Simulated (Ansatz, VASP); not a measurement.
**Two plane-wave programs on Sn**

```
CELL_PARAMETERS angstrom
0.00000 3.28765 3.28765
3.28765 0.00000 3.28765
3.28765 3.28765 0.00000
ATOMIC_POSITIONS crystal
Sn 0.00000 0.00000 0.00000
Sn 0.25000 0.25000 0.25000
```

Alike in both runs: functional PBE; dispersion D3(BJ); k mesh 12 × 12 × 12; occupations gaussian, width 0.1 eV; no spin polarisation.

Ansatz relaxed the structure, and its values are those at the end. VASP's run is a single point on that final structure, the one shown.

```csv
,VASP,Ansatz
version,VASP 6.6.1,Ansatz 0.2.0
potentials or method,"VASP PAW PBE potentials, release 64 (Sn_d)","scalar-relativistic, plane waves, PAW"
plane-wave cutoff (eV),520,420
valence electrons in the cell,28,28
```

Ansatz gave:

```
gap on the k mesh at the Fermi level (eV) : none
pressure (GPa)                            : 0.0
```

Task: Estimate VASP's values.

Result: gap on the k mesh at the Fermi level (eV): none; pressure (GPa): -0.1.

A gap of «none» marks a metal or a gap that the smearing closes.

Caveats: pairwise dispersion overbinds metals, which lowers pressure and volume.
